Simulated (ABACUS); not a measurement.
**CdTe: equation of state with PBEsol**

**Measured values to compare with.**

From “Multiscale insight into the Cd1-xZnxTe vibrational-mechanical properties -- High-pressure experiments and ab initio calculations”, 2023, arxiv:2306.14539, for a powder of CdTe: bulk modulus 42 ± 2 GPa.

CdTe:

```
Te Cd
1.0
     0.00000    3.20500    3.20500
     3.20500    0.00000    3.20500
     3.20500    3.20500    0.00000
Te Cd
1 1
Direct
  0.75000 0.75000 0.75000
  0.00000 0.00000 0.00000
```

```yaml
Program: ABACUS 3.10.1
Task: equation of state
Functional: PBEsol
Potentials_or_basis: PseudoDojo NC SR 0.4.1 PBEsol standard
Cutoff: 1401 eV
Density_cutoff: 5606 eV
Basis: plane waves
k_mesh: 7 × 7 × 7
Occupations: fermi-dirac, width 0.05 eV
Spin: no spin polarisation
```

```
Equilibrium volume                      : 34.23 Å³/atom
Bulk modulus                            : 41 GPa
Pressure derivative of the bulk modulus : 4.8
```

Energy against volume, from the lowest point:
| volume (Å³/atom) | energy (meV/atom) |
| --- | --- |
| 30.947 | 49.32 |
| 31.605 | 30.25 |
| 32.263 | 16.29 |
| 32.922 | 6.92 |
| 33.580 | 1.63 |
| 34.239 | 0.00 |
| 34.897 | 1.63 |

All runs of the series together: 3.7 min on 4 threads of Intel(R) Xeon(R) Platinum 8259CL CPU @ 2.50GHz (Skylake/Cascade Lake), on a shared host.

A measured bulk modulus of CdTe is 42 GPa (powder; quoted in “Multiscale insight into the Cd1-xZnxTe vibrational-mechanical properties -- High-pressure experiments and ab initio calculations”, 2023, arxiv:2306.14539); the calculated 41 GPa misses it by -1.5 %. The fit is for a static lattice scaled at fixed shape and fixed fractional positions.

The run has no spin-orbit coupling, so splittings on Te are missing.
